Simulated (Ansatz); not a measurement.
# CuO (Tenorite) (C2/c) in Ansatz: further runs, part 2 of 2

Ansatz 0.2.0. Earlier steps stand in the parts before.

## 4. Single point, LDA, 9.73 Å³/atom (volume scaled by 0.96)

Contents of input.yaml:

```yaml
crystal:
  lattice:
    - [2.3101994985, -1.6881714891, 0.0]
    - [2.3101994985, 1.6881714891, 0.0]
    - [-0.8385391614, 0.0, 4.9895114286]
  atoms:
    - { symbol: Cu, position: [0.5, 0.0, 0.5] }
    - { symbol: Cu, position: [0.0, 0.5, 0.0] }
    - { symbol: O, position: [0.4184, 0.5816, 0.75] }
    - { symbol: O, position: [0.5816, 0.4184, 0.25] }
hamiltonian:
  xc: lda
  pseudopotentials: { kind: paw }
kpoints:
  mp_grid: { grid: [10, 10, 5] }
scf:
  occupations: { method: fermi_dirac, width: 0.05 }
output:
  forces: true
  stress: true
  eigenvalues: true
```

Command:

```bash
$ ansatz run input.yaml --threads 2 --pin off --max-ram 5632MiB --backend cpu --events-out ev --progress --plain --runs-dir out
```

It took 4.7 s on 2 threads of Arm Neoverse V1, shared host; peak memory 0.39 GiB.

Results (log left out):

```yaml
Free_energy: -14219.2020 eV
Pressure: -2.3 GPa
Largest_force: 0.346 eV/Å
Band_gap_on_the_k_mesh: none (metal or under the smearing width)
```

Caveat: the pressure holds a Pulay correction of +1.0 GPa for the finite cutoff; the run has no spin polarisation, though such a crystal can be magnetic; semilocal functionals often make such compounds metallic where correlation or magnetic order opens a gap, which also shifts bond lengths; the PAW data sets come from PBE, with cores solved anew for the run's functional, which leaves a small shift of forces and pressure.

## 5. Single point, LDA, 9.93 Å³/atom (volume scaled by 0.98)

Changes to input.yaml since step 4:

```diff
@@ -2,5 +2,5 @@
   lattice:
-    - [2.3101994985, -1.6881714891, 0.0]
-    - [2.3101994985, 1.6881714891, 0.0]
-    - [-0.8385391614, 0.0, 4.9895114286]
+    - [2.3261324123, -1.699814419, 0.0]
+    - [2.3261324123, 1.699814419, 0.0]
+    - [-0.8443223728, 0.0, 5.0239229397]
   atoms:
```

Command:

```bash
$ ansatz run input.yaml --threads 2 --pin off --max-ram 5632MiB --backend cpu --events-out ev --progress --plain --runs-dir out
```

Wall time 4.8 s (2 threads of Arm Neoverse V1, shared host); peak memory 0.39 GiB.

Results (log left out):

```yaml
Free_energy: -14219.1804 eV
Pressure: -6.2 GPa
Largest_force: 0.412 eV/Å
Band_gap_on_the_k_mesh: none (metal or under the smearing width)
```

Caveat: the pressure holds a Pulay correction of +1.0 GPa for the finite cutoff; the run has no spin polarisation, though such a crystal can be magnetic; semilocal functionals often make such compounds metallic where correlation or magnetic order opens a gap, which also shifts bond lengths; the PAW data sets come from PBE, with cores solved anew for the run's functional, which leaves a small shift of forces and pressure.

## 6. Single point, LDA, 10.13 Å³/atom

Changes to input.yaml since step 5:

```diff
@@ -2,5 +2,5 @@
   lattice:
-    - [2.3261324123, -1.699814419, 0.0]
-    - [2.3261324123, 1.699814419, 0.0]
-    - [-0.8443223728, 0.0, 5.0239229397]
+    - [2.34185, -1.7113, 0.0]
+    - [2.34185, 1.7113, 0.0]
+    - [-0.8500274268, 0.0, 5.0578693947]
   atoms:
```

Potentials or basis: Ansatz PAW.

Command:

```bash
$ ansatz run input.yaml --threads 2 --pin off --max-ram 5632MiB --backend cpu --events-out ev --progress --plain --runs-dir out
```

Wall time 4.9 s (2 threads of Arm Neoverse V1, shared host); peak memory 0.4 GiB.

It converged, with:

```yaml
Free_energy: -14219.1403 eV
Pressure: -9.6 GPa
Largest_force: 0.473 eV/Å
Band_gap_on_the_k_mesh: none (metal or under the smearing width)
```

Caveat: the pressure holds a Pulay correction of +0.9 GPa for the finite cutoff; the run has no spin polarisation, though such a crystal can be magnetic; semilocal functionals often make such compounds metallic where correlation or magnetic order opens a gap, which also shifts bond lengths; the PAW data sets come from PBE, with cores solved anew for the run's functional, which leaves a small shift of forces and pressure.

## 7. Single point, LDA, 10.34 Å³/atom (volume scaled by 1.02)

Changes to input.yaml since step 6:

```diff
@@ -2,5 +2,5 @@
   lattice:
-    - [2.34185, -1.7113, 0.0]
-    - [2.34185, 1.7113, 0.0]
-    - [-0.8500274268, 0.0, 5.0578693947]
+    - [2.3573593924, -1.7226334429, 0.0]
+    - [2.3573593924, 1.7226334429, 0.0]
+    - [-0.8556569116, 0.0, 5.0913661947]
   atoms:
```

Command:

```bash
$ ansatz run input.yaml --threads 2 --pin off --max-ram 5632MiB --backend cpu --events-out ev --progress --plain --runs-dir out
```

Wall time 5 s (2 threads of Arm Neoverse V1, shared host); peak memory 0.4 GiB.

The run converged. Its results:

```yaml
Free_energy: -14219.0839 eV
Pressure: -12.6 GPa
Largest_force: 0.528 eV/Å
Band_gap_on_the_k_mesh: none (metal or under the smearing width)
```

Caveat: the pressure holds a Pulay correction of +0.9 GPa for the finite cutoff; the run has no spin polarisation, though such a crystal can be magnetic; semilocal functionals often make such compounds metallic where correlation or magnetic order opens a gap, which also shifts bond lengths; the PAW data sets come from PBE, with cores solved anew for the run's functional, which leaves a small shift of forces and pressure.

## 8. Single point, LDA, 10.54 Å³/atom (volume scaled by 1.04)

Changes to input.yaml since step 7:

```diff
@@ -2,5 +2,5 @@
   lattice:
-    - [2.3573593924, -1.7226334429, 0.0]
-    - [2.3573593924, 1.7226334429, 0.0]
-    - [-0.8556569116, 0.0, 5.0913661947]
+    - [2.3726673498, -1.7338196878, 0.0]
+    - [2.3726673498, 1.7338196878, 0.0]
+    - [-0.861213281, 0.0, 5.1244279405]
   atoms:
```

Command:

```bash
$ ansatz run input.yaml --threads 2 --pin off --max-ram 5632MiB --backend cpu --events-out ev --progress --plain --runs-dir out
```

Wall time 5 s (2 threads of Arm Neoverse V1, shared host); peak memory 0.4 GiB.

It converged, with:

* Free energy: -14219.0129 eV
* Pressure: -15.3 GPa
* Largest force: 0.579 eV/Å
* Band gap on the k mesh: none (metal or under the smearing width)

Caveat: the pressure holds a Pulay correction of +0.9 GPa for the finite cutoff; the run has no spin polarisation, though such a crystal can be magnetic; semilocal functionals often make such compounds metallic where correlation or magnetic order opens a gap, which also shifts bond lengths; the PAW data sets come from PBE, with cores solved anew for the run's functional, which leaves a small shift of forces and pressure.

## 9. Single point, LDA, 10.74 Å³/atom (volume scaled by 1.06)

Changes to input.yaml since step 8:

```diff
@@ -2,5 +2,5 @@
   lattice:
-    - [2.3726673498, -1.7338196878, 0.0]
-    - [2.3726673498, 1.7338196878, 0.0]
-    - [-0.861213281, 0.0, 5.1244279405]
+    - [2.3877802882, -1.744863423, 0.0]
+    - [2.3877802882, 1.744863423, 0.0]
+    - [-0.8666988638, 0.0, 5.157068489]
   atoms:
@@ -21 +21,5 @@
   eigenvalues: true
+  write_density: true
+  write_potential: true
+  elf: true
+  volumetric_format: npy
```

Potentials or basis: Ansatz PAW.

Command:

```bash
$ ansatz run input.yaml --threads 2 --pin off --max-ram 5632MiB --backend cpu --events-out ev --progress --plain --runs-dir out
```

Wall time 7.1 s (2 threads of Arm Neoverse V1, shared host); peak memory 0.41 GiB.

It converged, with:

- Free energy: -14218.9291 eV
- Pressure: -17.7 GPa
- Largest force: 0.625 eV/Å
- Band gap on the k mesh: none (metal or under the smearing width)

Caveat: the pressure holds a Pulay correction of +0.9 GPa for the finite cutoff; the run has no spin polarisation, though such a crystal can be magnetic; semilocal functionals often make such compounds metallic where correlation or magnetic order opens a gap, which also shifts bond lengths; the PAW data sets come from PBE, with cores solved anew for the run's functional, which leaves a small shift of forces and pressure.

## 10. Equation of state, LDA

This step only gathers the single runs of the series.

What came out:

```
Equilibrium volume                        : 9.62 Å³/atom
Bulk modulus at fixed shape and positions : 208 GPa
Pressure derivative of the bulk modulus   : 4.7
```

Energy against volume, from the lowest point:
| volume (Å³/atom) | energy (meV/atom) |
| --- | --- |
| 9.527 | 0.00 |
| 9.730 | 0.17 |
| 9.932 | 5.58 |
| 10.135 | 15.60 |
| 10.338 | 29.70 |
| 10.540 | 47.44 |
| 10.743 | 68.39 |

Caveat: the cell was scaled at fixed shape and fractional positions, which overstates the stiffness of a crystal with free parameters, most of all of layers and chains; the run has no spin polarisation, though such a crystal can be magnetic.
